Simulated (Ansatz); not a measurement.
## CsBr: levels along high-symmetry lines

```
Cs Br
1.0
     4.28600    0.00000    0.00000
     0.00000    4.28600    0.00000
     0.00000    0.00000    4.28600
Cs Br
1 1
Direct
  0.00000 0.00000 0.00000
  0.50000 0.50000 0.50000
```

Atom numbers follow the list: Cs1, Br2.

The cell comes from COD entry 9008788, which wasn't checked; take it as a given geometry. It is an old determination, and later ones may differ.

Computed with DFT, PBE, all-electron LAPW, Dirac equation with spin-orbit coupling (Ansatz 0.2.0).

The runs use a Γ-centred 6×6×6 k mesh, Fermi–Dirac smearing of 0.02 eV, basis error target 0.25 meV/atom, no spin polarisation.

Points in fractions of the reciprocal vectors of this cell: Γ (0, 0, 0), X (0, 0.5, 0), M (0.5, 0.5, 0), R (0.5, 0.5, 0.5). The path joins them by straight lines in the order Γ–X–M–Γ–R–X–R–M; legs that retrace an earlier one aren't tabulated. Energies are in eV from the top of the valence band.

Q: List the levels at M between -8 and 6 eV.

A: -8.00 (×2), -6.69 (×2), -6.06 (×2), -0.90 (×2), -0.67 (×2), -0.13 (×2), 5.10 (×2), 5.33 (×2).

Q: List the levels at R between -8 and 6 eV.

A: -6.46 (×4), -1.61 (×2), -1.24 (×4).

Q: List the levels at X between -8 and 6 eV.

A: -7.75 (×2), -6.24 (×2), -5.90 (×2), -1.54 (×2), -0.52 (×2), -0.24 (×2), 5.76 (×2).

Q: What is the band gap?

A: 4.35 eV, direct at Γ.

Kohn–Sham gaps of semilocal functionals usually fall short of measured ones.
